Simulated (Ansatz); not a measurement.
**Mg: one input, then a changed one**

The structure comes from a relaxation in the same program, started in the fcc type. Whether it is a known phase or the ground state wasn't checked. The listed cell was then made from it by scaling, straining or moving an atom.

First run: DFT, PBE, all-electron PAW with datasets made for the crystal, scalar-relativistic (Ansatz 0.2.0).

Command: `ansatz run input.yaml --threads 1 --pin off --max-ram 2048MiB --backend cpu --events-out ev --progress --plain --runs-dir out` The run took about 1.1 s on 1 thread of a shared machine.

```yaml
crystal:
  lattice:
    - [0.0, 2.2154303148, 2.2154303148]
    - [2.2154303148, 0.0, 2.2154303148]
    - [2.2154303148, 2.2154303148, 0.0]
  atoms:
    - { symbol: Mg, position: [0.0, 0.0, 0.0] }
kpoints:
  mp_grid: { grid: [13, 13, 13] }
scf:
  occupations: { method: fermi_dirac, width: 0.08 }
hamiltonian:
  xc: pbe
  pseudopotentials: { kind: all_electron, datasets: crystal }
output:
  forces: true
  stress: true
  eigenvalues: true
  efg: { contact_densities: true }
```

Result: converged; pressure 2.44 GPa; no gap on the k mesh; 5 SCF iterations.

The input is then changed:

```diff
@@ -7,7 +7,7 @@
     - { symbol: Mg, position: [0.0, 0.0, 0.0] }
 kpoints:
-  mp_grid: { grid: [13, 13, 13] }
+  mp_grid: { grid: [4, 4, 4] }
 scf:
-  occupations: { method: fermi_dirac, width: 0.08 }
+  occupations: { method: methfessel_paxton, width: 0.2 }
 hamiltonian:
   xc: pbe
```

Predict the outcome of the changed run.

It converged; energy at zero smearing -153.7 meV/atom from the first run; pressure 2.14 GPa; no gap on the k mesh; 5 SCF iterations. Some of these settings are too coarse for converged properties.
